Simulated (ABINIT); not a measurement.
# CoO (P1) in ABINIT: single point with PBE

Aim: the single point of CoO with PBE.

Everything below comes from runs of ABINIT 10.8.3 (patched build). Logs are shortened: lines on timing, memory, paths and dates and some standing lists are left out, and cuts for length are marked. The log counts tension as positive stress, the text compression.

## Step 1: The cell of the first run

The typed cell holds 2 atoms: a = 2.996 Å, b = 2.996 Å, c = 2.996 Å, α = 60.33°, β = 60.33°, γ = 60.33°.

The cell is a database's computed one.

## Step 2: Single point, PBE, collinear spin, ferromagnetic start (atoms moved at random, drawn with an rms of 0.05 Å)

The input, run.abi:

```
# Pseudopotentials
pp_dirpath "./"
pseudos "Co.GGA_PBE-JTH.xml, O.GGA_PBE-JTH.xml"

# Structure
acell 3*1.0
rprim
     2.8449251281     1.6425182886     4.6107936168
    -2.8449251281     1.6425182886     4.6107936168
     0.0000000000    -3.2850365771     4.6107936168
ntypat 2
znucl 27 8
natom 2
typat 1 2
xred
    -0.0031710000     0.0001870000     0.0063720000
     0.4702160000     0.5156830000     0.5098730000
chkprim 0
chksymtnons 0
tolsym 1.0e-6

# Plane-wave basis
ecut 26.0
pawecutdg 48.0

# k points
kptopt 1
ngkpt 11 11 11
nshiftk 1
shiftk 0.0 0.0 0.0

# Exchange and correlation
ixc 11

# Bands and occupations
nband 16
occopt 3
tsmear 0.05 eV

# Spin
nsppol 2
spinat
     0.0000000000     0.0000000000     2.0000000000
     0.0000000000     0.0000000000     0.0000000000

# SCF cycle
nstep 100
tolvrs 1.0e-9

# Output
iomode 3
prtwf 0
prtden 0
prteig 0
prtebands 0
enunit 1
```

Potentials or basis: JTH PAW PBE v2.0.

Started as:

```sh
$ abinit run.abi > log 2>&1
```

run.abo:

```text
.Version 10.8.3 of ABINIT
 Symmetries : space group P1 (#  1); Bravais aP (primitive triclinic)
================================================================================
 Values of the parameters that define the memory need of the present run
     intxc =       0    ionmov =       0      iscf =      17    lmnmax =      18
     lnmax =       6     mgfft =      27  mpssoang =       3    mqgrid =    3001
     natom =       2  nloc_mem =       2    nspden =       2   nspinor =       1
    nsppol =       2      nsym =       1    n1xccc =       1    ntypat =       2
    occopt =       3   xclevel =       2
       mpw =         843          nfft =       19683          nkpt =         666
 PAW method is used; the additional fine FFT grid is defined by:
   mgfftf=        36    nfftf =     46656
================================================================================
================================================================================

--------------------------------------------------------------------------------
------------- Echo of variables that govern the present computation ------------
--------------------------------------------------------------------------------
 -outvars: echo values of preprocessed input variables --------
            acell      1.0000000000E+00  1.0000000000E+00  1.0000000000E+00 Bohr
              amu      5.89332000E+01  1.59994000E+01
          chkprim           0
      chksymtnons           0
             ecut      2.60000000E+01 Hartree
           enunit           1
                       outvar_i_n : Printing only first  50 k-points.
              ixc          11
                       outvar_i_n : Printing only first  50 k-points.
         kptrlatt       11    0    0      0   11    0      0    0   11
          kptrlen      6.22748493E+01
            natom           2
            nband          16
            ngfft          27      27      27
          ngfftdg          36      36      36
             nkpt         666
           nspden           2
           nsppol           2
            nstep         100
             nsym           1
           ntypat           2
                       prtocc : prtvol=0, do not print more k-points.
                       1.000000  1.000000  1.000000  1.000000  1.000000  1.000000
                       1.000000  1.000000  1.000000  1.000000  1.000000  1.000000
                       0.000000  0.000000  0.000000  0.000000
                       1.000000  1.000000  1.000000  1.000000  1.000000  1.000000
                       1.000000  1.000000  1.000000  1.000000  1.000000  1.000000
                       0.000000  0.000000  0.000000  0.000000
                       1.000000  1.000000  1.000000  1.000000  1.000000  1.000000
                       1.000000  1.000000  1.000000  1.000000  1.000000  1.000000
                       0.000000  0.000000  0.000000  0.000000
                       1.000000  1.000000  1.000000  1.000000  1.000000  1.000000
                       1.000000  1.000000  1.000000  1.000000  1.000000  1.000000
                       0.000000  0.000000  0.000000  0.000000
                       1.000000  1.000000  1.000000  1.000000  1.000000  1.000000
                       1.000000  1.000000  1.000000  1.000000  1.000000  1.000000
                       0.000000  0.000000  0.000000  0.000000
                       1.000000  1.000000  1.000000  1.000000  1.000000  1.000000
                       1.000000  1.000000  1.000000  1.000000  1.000000  1.000000
[... 118 lines left out ...]
                       1.000000  1.000000  1.000000  1.000000  1.000000  1.000000
                       1.000000  1.000000  1.000000  1.000000  1.000000  1.000000
                       0.000000  0.000000  0.000000  0.000000
                       1.000000  1.000000  1.000000  1.000000  1.000000  1.000000
                       1.000000  1.000000  1.000000  1.000000  1.000000  1.000000
                       0.000000  0.000000  0.000000  0.000000
                       1.000000  1.000000  1.000000  1.000000  1.000000  1.000000
                       1.000000  1.000000  1.000000  1.000000  1.000000  1.000000
                       0.000000  0.000000  0.000000  0.000000
                       1.000000  1.000000  1.000000  1.000000  1.000000  1.000000
                       1.000000  1.000000  1.000000  1.000000  1.000000  1.000000
                       0.000000  0.000000  0.000000  0.000000
                       1.000000  1.000000  1.000000  1.000000  1.000000  1.000000
                       1.000000  1.000000  1.000000  1.000000  1.000000  1.000000
                       0.000000  0.000000  0.000000  0.000000
                       prtocc : prtvol=0, do not print more k-points.
           occopt           3
        pawecutdg      4.80000000E+01 Hartree
         pawxcdev           0
           prtden           0
        prtebands           0
           prteig           0
[... 129 lines left out ...]
lattice_volume:   1.2927305E+02
convergence: {deltae: -1.114E-11, res2:  8.816E-10, residm:  1.452E-04, diffor: null, }
etotal    :  -1.62517928E+02
entropy   :   0.00000000E+00
fermie    :   3.87294321E-01
cartesian_stress_tensor: # hartree/bohr^3
- [  5.59804053E-07,   6.68641135E-06,  -2.79918297E-07, ]
- [  6.68641135E-06,   1.95386724E-06,   1.05227476E-05, ]
- [ -2.79918297E-07,   1.05227476E-05,   9.72930708E-06, ]
pressure_GPa:  -1.2007E-01
xred      :
- [ -3.1710E-03,   1.8700E-04,   6.3720E-03, Co]
- [  4.7022E-01,   5.1568E-01,   5.0987E-01,  O]
cartesian_forces: # hartree/bohr
- [ -1.74419847E-03,  -3.59387592E-04,  -4.40448849E-04, ]
- [  1.74419847E-03,   3.59387592E-04,   4.40448849E-04, ]
force_length_stats: {min:   1.83449801E-03, max:   1.83449801E-03, mean:   1.83449801E-03, }
...

 Integrated electronic and magnetization densities in atomic spheres:
 ------------------------------------------------------------------------------------------------------------
 Radius=ratsph(iatom), smearing ratsm=  0.0000. Diff(up-dn)=approximate z local magnetic moment.
    Atom    Radius    up_density   dn_density  Total(up+dn)  Diff(up-dn)
    1 Co   2.10903     8.916861     6.359061     15.275922     2.557799
    2  O   1.41465     2.405952     2.123300      4.529252     0.282653
 ------------------------------------------------------------------------------------------------------------
  Sum:                11.322813     8.482361     19.805174     2.840452
 Total magnetization (from the atomic spheres):                2.840452
 Total magnetization (exact up - dn):                          2.907251

================================================================================

 ----iterations are completed or convergence reached----

 Mean square residual over all n,k,spin=   54.347E-09; max=  14.522E-05
 reduced coordinates (array xred) for    2 atoms
      -0.003171000000      0.000187000000      0.006372000000
       0.470216000000      0.515683000000      0.509873000000
 rms dE/dt=  4.6093E-03; max dE/dt=  7.4274E-03; dE/dt below (all hartree)
    1       0.007427394582     -0.002407685539      0.000864351873
    2      -0.007739072405      0.002274303709     -0.000836082845

 cartesian coordinates (angstrom) at end:
    1     -0.00505536672705    -0.01367051409635     0.00826647235256
    2     -0.06844918373406    -0.02941924530813     3.64957434584609

 cartesian forces (hartree/bohr) at end:
    1     -0.00174419847112    -0.00035938759158    -0.00044044884933
    2      0.00174419847112     0.00035938759158     0.00044044884933
 frms,max,avg= 1.0591479E-03 1.7441985E-03   1.567E-05  2.545E-05  1.507E-05 h/b

 cartesian forces (eV/Angstrom) at end:
    1     -0.08969029153492    -0.01848045299692    -0.02264879046571
    2      0.08969029153492     0.01848045299692     0.02264879046571
 frms,max,avg= 5.4463576E-02 8.9690292E-02   8.057E-04  1.309E-03  7.747E-04 e/A
 length scales=  1.000000000000  1.000000000000  1.000000000000 bohr
              =  0.529177210544  0.529177210544  0.529177210544 angstroms
 Fermi (or HOMO) energy (eV) =  10.53882   Average Vxc (eV)= -12.07351
 Eigenvalues (   eV  ) for nkpt= 666  k points, SPIN UP:
 kpt#   1, nband= 16, wtk=  0.00075, kpt=  0.0000  0.0000  0.0000 (reduced coord)
 -86.36010  -49.62241  -49.61533  -49.59773   -9.81031    6.91707    6.97382    7.05230
   7.36651    7.44774    7.65188    7.69236    7.70594   11.48019   27.25923   28.50845
 prteigrs : prtvol=0 or 1, do not print more k-points.

 Eigenvalues (   eV  ) for nkpt= 666  k points, SPIN DOWN:
 kpt#   1, nband= 16, wtk=  0.00075, kpt=  0.0000  0.0000  0.0000 (reduced coord)
 -83.31084  -46.64244  -46.63737  -46.63128   -9.31562    7.78106    7.78822    7.83667
   9.41817    9.45302    9.49948   10.62920   10.66057   12.02103   27.16346   29.04171
 prteigrs : prtvol=0 or 1, do not print more k-points.

--- !EnergyTerms
iteration_state     : {dtset: 1, }
comment             : Components of total free energy in Hartree
kinetic             :  1.92263701834602E+01
hartree             :  4.22375322787679E+01
xc                  : -6.00845822636785E+00
Ewald energy        : -1.06644298952782E+02
psp_core            :  3.50719467211106E+00
local_psp           : -1.41777253220043E+02
PAW spherical_terms :  2.69422163116925E+01
internal            : -1.62516696953162E+02
'-kT*entropy'       : -1.23101379940055E-03
total_energy        : -1.62517927966961E+02
total_energy_eV     : -4.42233810980550E+03
...

--- !EnergyTermsDC
iteration_state     : {dtset: 1, }
comment             : '"Double-counting" decomposition of free energy'
band_energy         : -1.40775313251989E+01
Ewald energy        : -1.06644298952782E+02
psp_core            :  3.50719467211106E+00
xc_dc               : -4.04314944040893E+01
PAW spherical_terms : -4.87056740393803E+00
internal            : -1.62516697413897E+02
'-kT*entropy'       : -1.23101379940055E-03
total_energy_dc     : -1.62517928427697E+02
total_energy_dc_eV  : -4.42233812234275E+03
...

--- !EnergyTermsWithPAWCore
iteration_state     : {dtset: 1, }
comment             : 'Components of total free energy, including PAW core contributions'
Total energy        : -1.46867132554102E+03
Total energy DC     : -1.46867132600176E+03
Total energy (eV)   : -3.99645827076937E+04
Total energy DC (eV): -3.99645827202309E+04
...

 Cartesian components of stress tensor (hartree/bohr^3)
  sigma(1 1)=  5.59804053E-07  sigma(3 2)=  1.05227476E-05
  sigma(2 2)=  1.95386724E-06  sigma(3 1)= -2.79918297E-07
  sigma(3 3)=  9.72930708E-06  sigma(2 1)=  6.68641135E-06

-Cartesian components of stress tensor (GPa)         [Pressure= -1.2007E-01 GPa]
- sigma(1 1)=  1.64700039E-02  sigma(3 2)=  3.09589924E-01
- sigma(2 2)=  5.74847589E-02  sigma(3 1)= -8.23548061E-03
- sigma(3 3)=  2.86246097E-01  sigma(2 1)=  1.96721014E-01

== END DATASET(S) ==============================================================
================================================================================

 -outvars: echo values of variables after computation  --------
            acell      1.0000000000E+00  1.0000000000E+00  1.0000000000E+00 Bohr
           etotal     -1.6251792843E+02
            fcart     -1.7441984711E-03 -3.5938759158E-04 -4.4044884933E-04
                       1.7441984711E-03  3.5938759158E-04  4.4044884933E-04
            rprim      2.8449251281E+00  1.6425182886E+00  4.6107936168E+00
                      -2.8449251281E+00  1.6425182886E+00  4.6107936168E+00
                       0.0000000000E+00 -3.2850365771E+00  4.6107936168E+00
           strten      5.5980405271E-07  1.9538672418E-06  9.7293070777E-06
                       1.0522747647E-05 -2.7991829650E-07  6.6864113547E-06
           xangst     -5.0553667271E-03 -1.3670514096E-02  8.2664723526E-03
                      -6.8449183734E-02 -2.9419245308E-02  3.6495743458E+00
             xred     -3.1710000000E-03  1.8700000000E-04  6.3720000000E-03
                       4.7021600000E-01  5.1568300000E-01  5.0987300000E-01
 Calculation completed.
```

Wall time 19 min (1 thread of Arm Neoverse V1, shared host); peak memory 0.53 GiB.

What came out:

```yaml
Free_energy: -4422.3381 eV
Pressure: -0.1 GPa
Largest_force: 0.094 eV/Å
Band_gap_on_the_k_mesh: none (metal or under the smearing width)
Net_moment: 2.91 μB per cell
Site_moments: Co +2.56; O +0.28 μB
Valence_electrons_inside_the_program's_atomic_spheres: Co 15.28; O 4.53
```

Forces in eV/Å, atoms in the order of the input:
```
Co  -0.090 -0.018 -0.023
O    0.090  0.018  0.023
```

Stress tensor (GPa, compression positive):
```
-0.02 -0.20  0.01
-0.20 -0.06 -0.31
 0.01 -0.31 -0.29
```

Caveat: a cell with one magnetic atom can't hold antiferromagnetic order, which such compounds often take; semilocal functionals often make such compounds metallic where correlation or magnetic order opens a gap, which also shifts bond lengths.
